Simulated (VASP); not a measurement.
C: relaxation of cell and atoms with r2SCAN

C:

```
C
1.0
     0.00000    1.78337    1.78337
     1.78337    0.00000    1.78337
     1.78337    1.78337    0.00000
C
2
Cartesian
  0.0000 0.0000 0.0000
  0.8917 0.8917 0.8917
```

This isn't the form of C at room conditions, which is graphite.

* Program: VASP 6.6.1
* Task: relaxation of cell and atoms
* Functional: r2SCAN
* Potentials or basis: VASP PAW PBE potentials, release 64 (C)
* Cutoff: 600 eV
* k mesh: 17 × 17 × 17
* Occupations: fermi-dirac, width 0.05 eV
* Spin: no spin polarisation
* Further INCAR settings: ALGO = Normal; EDIFF = 1e-07; IBRION = 2; EDIFFG = -0.01; NSW = 60; ISIF = 3

The relaxed volume is 5.65 Å³/atom. The relaxed cell is a = 2.518 Å, b = 2.518 Å, c = 2.518 Å, α = 60.00°, β = 60.00°, γ = 60.00° and the space group after relaxing (to 0.05 Å) is Fd-3m (No. 227). The energy gained by relaxing is 0.2 meV/atom. The ionic steps are 3 and the pressure after relaxing is 0.0 GPa. The band gap on the k mesh is 4.33 eV, indirect (least direct gap 5.85 eV).

Step by step:
```csv
step,energy change (eV),largest force (eV/Å),pressure (GPa),volume (Å³)
1,0.0000,0.0000,-2.09,11.34
2,0.0002,0.0000,2.74,11.22
3,-0.0004,0.0000,0.01,11.29
```

Final structure:
```
C
1.0
     0.00000    1.78056    1.78056
     1.78056    0.00000    1.78056
     1.78056    1.78056    0.00000
C
2
Direct
  0.00000 0.00000 0.00000
  0.25000 0.25000 0.25000
```

Levels at points of the mesh, in eV from the valence-band top:
| k point | band 1 | band 2 | band 3 | band 4 | band 5 | band 6 | band 7 | band 8 |
| --- | --- | --- | --- | --- | --- | --- | --- | --- |
| (0.00, 0.00, 0.00) | -22.76 | 0.00 | 0.00 | 0.00 | 5.85 | 5.85 | 5.85 | 13.93 |

Run time: 100 s on 1 thread of Intel(R) Xeon(R) Platinum 8488C (Sapphire Rapids), on a shared host, peak memory 0.12 GiB.

Caveat: the PAW data sets were made with another functional, which shifts forces and pressure a little; an odd mesh through Γ misses points on the zone boundary, where band edges often lie.
